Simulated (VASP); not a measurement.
Computed with PBE GGA, VASP's PBE PAW potentials (set 64) (plane waves; VASP 6.6.1).

VASP ran on this input.

### KPOINTS
```
Automatic mesh
0
Gamma
4 4 7
0 0 0
```

INCAR:
```
LREAL = .FALSE.   ! projection in real space or not
NSW = 30
GGA = PE   ! PBE
LASPH = .TRUE.   ! aspherical one-centre terms
ISMEAR = 0   ! Gaussian
PREC = Accurate
EDIFF = 1E-8   ! SCF stop (eV)
EDIFFG = -0.001   ! ionic stop
SYSTEM = MgF2
ISIF = 2
LCHARG = .FALSE.
LWAVE = .FALSE.
NELM = 100
ALGO = Normal
SIGMA = 0.05   ! width (eV)
ENCUT = 520   ! plane-wave cut-off (eV)
IBRION = 1   ! quasi-Newton
```

File POSCAR:
```
MgF2
1
    4.6799509326     0.0000000000     0.0000000000
   -0.0000000000     4.6799509326     0.0000000000
    0.0000000000     0.0000000000     3.0870154873
Mg F
2 4
Direct
  0.0000000000   0.0000000000   0.0000000000
  0.5000000000   0.5000000000   0.5000000000
  0.3031236327   0.3031236327   0.0000000000
  0.8031236327   0.1968763673   0.5000000000
  0.1968763673   0.8031236327   0.5000000000
  0.6968763673   0.6968763673   1.0000000000
```

POTCAR, in this order: Mg F (PBE.64 set). Program: vasp_std.

What VASP printed:

**OSZICAR**
```
       N       E                     dE             d eps       ncg     rms          rms(c)
DAV:   1     0.210598776045E+03    0.21060E+03   -0.17957E+04   976   0.149E+03
DAV:   2    -0.238513308126E+02   -0.23445E+03   -0.22514E+03  1268   0.339E+02
DAV:   3    -0.340772593064E+02   -0.10226E+02   -0.10204E+02  1112   0.754E+01
DAV:   4    -0.341434220769E+02   -0.66163E-01   -0.66146E-01  1108   0.692E+00
DAV:   5    -0.341438426948E+02   -0.42062E-03   -0.42060E-03  1076   0.560E-01    0.100E+01
DAV:   6    -0.314941515326E+02    0.26497E+01   -0.11345E+01  1092   0.256E+01    0.305E+00
DAV:   7    -0.315126480147E+02   -0.18496E-01   -0.11172E-01  1020   0.253E+00    0.190E+00
DAV:   8    -0.315414937177E+02   -0.28846E-01   -0.56295E-02  1060   0.275E+00    0.164E-01
DAV:   9    -0.315425906252E+02   -0.10969E-02   -0.30198E-03  1136   0.410E-01    0.733E-02
DAV:  10    -0.315428149799E+02   -0.22435E-03   -0.23951E-04  1032   0.134E-01    0.128E-02
DAV:  11    -0.315428164823E+02   -0.15024E-05   -0.25933E-05  1112   0.420E-02    0.780E-03
DAV:  12    -0.315428166045E+02   -0.12215E-06   -0.93653E-06  1060   0.249E-02    0.247E-03
DAV:  13    -0.315428165325E+02    0.71923E-07   -0.65680E-07  1096   0.663E-03    0.295E-04
DAV:  14    -0.315428165351E+02   -0.25861E-08   -0.73236E-09   688   0.796E-04
   1 F= -.31542817E+02 E0= -.31542817E+02  d E =-.315428E+02
       N       E                     dE             d eps       ncg     rms          rms(c)
DAV:   1    -0.315428238105E+02   -0.72780E-05   -0.26082E-02   968   0.150E+00    0.160E-02
DAV:   2    -0.315428733217E+02   -0.49511E-04   -0.51075E-04  1072   0.193E-01    0.974E-03
DAV:   3    -0.315428715269E+02    0.17949E-05   -0.17226E-06  1088   0.157E-02    0.668E-03
DAV:   4    -0.315428699784E+02    0.15484E-05   -0.47609E-06  1076   0.269E-02    0.109E-03
DAV:   5    -0.315428700718E+02   -0.93346E-07   -0.11212E-06  1012   0.896E-03    0.632E-04
DAV:   6    -0.315428700751E+02   -0.33378E-08   -0.61900E-08  1028   0.279E-03
   2 F= -.31542870E+02 E0= -.31542870E+02  d E =-.535400E-04
       N       E                     dE             d eps       ncg     rms          rms(c)
DAV:   1    -0.315428419054E+02    0.28166E-04   -0.25833E-02   960   0.149E+00    0.160E-02
DAV:   2    -0.315428911347E+02   -0.49229E-04   -0.50780E-04  1072   0.192E-01    0.966E-03
DAV:   3    -0.315428893573E+02    0.17774E-05   -0.17135E-06  1080   0.156E-02    0.661E-03
DAV:   4    -0.315428878327E+02    0.15246E-05   -0.46905E-06  1076   0.267E-02    0.108E-03
DAV:   5    -0.315428879246E+02   -0.91939E-07   -0.11028E-06  1012   0.887E-03    0.630E-04
DAV:   6    -0.315428879284E+02   -0.38322E-08   -0.60767E-08  1020   0.276E-03
   3 F= -.31542888E+02 E0= -.31542888E+02  d E =-.178533E-04
```

OUTCAR:
```
------------------------ aborting loop because EDIFF is reached ----------------------------------------
  FORCE on cell =-STRESS in cart. coord.  units (eV):
  Direction    XX          YY          ZZ          XY          YZ          ZX
  --------------------------------------------------------------------------------------
  Total        0.0547740      0.0547740     -0.0261459     -0.0000000      0.0000000      0.0000000
  in kB        1.2979680      1.2979680     -0.6195736     -0.0000000      0.0000000      0.0000000
  external PRESSURE =       0.6587875 kB  Pullay stress =       0.0000000 kB
  volume of cell :       67.61
      direct lattice vectors                 reciprocal lattice vectors
     4.679950933  0.000000000  0.000000000     0.213677454  0.000000000  0.000000000
     0.000000000  4.679950933  0.000000000     0.000000000  0.213677454  0.000000000
     0.000000000  0.000000000  3.087015487     0.000000000  0.000000000  0.323937474
 POSITION                                       TOTAL-FORCE (eV/Angst)
 -----------------------------------------------------------------------------------
     -0.00000      0.00000      0.00000         0.000000     -0.000000      0.000000
      2.33998      2.33998      1.54351         0.000000     -0.000000      0.000000
      1.41991      1.41991     -0.00000         0.000003      0.000003     -0.000000
      3.75989      0.92006      1.54351         0.000003     -0.000003      0.000000
      0.92006      3.75989      1.54351        -0.000003      0.000003     -0.000000
      3.26004      3.26004      0.00000        -0.000003     -0.000003      0.000000
 -----------------------------------------------------------------------------------
    total drift:                                0.000000     -0.000000     -0.000000
  FREE ENERGIE OF THE ION-ELECTRON SYSTEM (eV)
  ---------------------------------------------------
  free  energy   TOTEN  =       -31.5428879284 eV

  energy  without entropy=      -31.5428879284  energy(sigma->0) =      -31.54288793

 reached required accuracy - stopping structural energy minimisation
```
(Selected blocks of OUTCAR.)

File CONTCAR:
```
MgF2
   1.00000000000000
     4.6799509325999997    0.0000000000000000    0.0000000000000000
     0.0000000000000000    4.6799509325999997    0.0000000000000000
     0.0000000000000000    0.0000000000000000    3.0870154873000000
  Mg              F
     2     4
Direct
    -0.0000000000000000    0.0000000000000000    0.0000000000000000
     0.5000000000000000    0.5000000000000000    0.5000000000000000
     0.3034030325554375    0.3034030325554375   -0.0000000000000000
     0.8034030325554375    0.1965969674445625    0.5000000000000000
     0.1965969674445625    0.8034030325554375    0.5000000000000000
     0.6965969674445625    0.6965969674445625    0.0000000000000000
```

The compound is MgF2 in the rutile structure. This run relaxes the ions in a fixed cell. Symmetry was kept, so distortions that lower it aren't found. The start is the result of an earlier pass.
